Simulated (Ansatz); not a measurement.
FeO (Wuestite):

```
Fe O
1.0
     1.51882    0.87689    2.51958
    -1.51882    0.87689    2.51958
     0.00000   -1.75378    2.51958
Fe O
1 1
Direct
  0.00000 0.00000 0.00000
  0.50000 0.50000 0.50000
```

Base run:

| Property | Result |
| --- | --- |
| Program | Ansatz 0.2.0 |
| Functional | PBEsol |
| Potentials or basis | all-electron LAPW, scalar-relativistic |
| Cutoff | 348 eV (chosen from the basis error) |
| Basis error allowed | 0.001 eV/atom |
| k mesh | 11 × 11 × 11 |
| Occupations | fermi-dirac, width 0.05 eV |
| Spin | collinear spin, ferromagnetic start |
| Starting moments | [3.0, 0.0] μB |

Its results: band gap on the k mesh none (metal or under the smearing width); pressure -9.5 GPa.

Problem. The run is repeated on the same cell with these changes: spin from collinear spin, ferromagnetic start to no spin polarisation. What comes out?

Solution. Band gap on the k mesh none (metal or under the smearing width); pressure -34.4 GPa.

Caveats: semilocal functionals often make such compounds metallic where correlation or magnetic order opens a gap, which also shifts bond lengths; a cell with one magnetic atom can't hold antiferromagnetic order, which such compounds often take (some runs); a pressure of tens of GPa on the cell as given is suspect, and the run, the potentials or the cell itself is likely at fault (some runs).
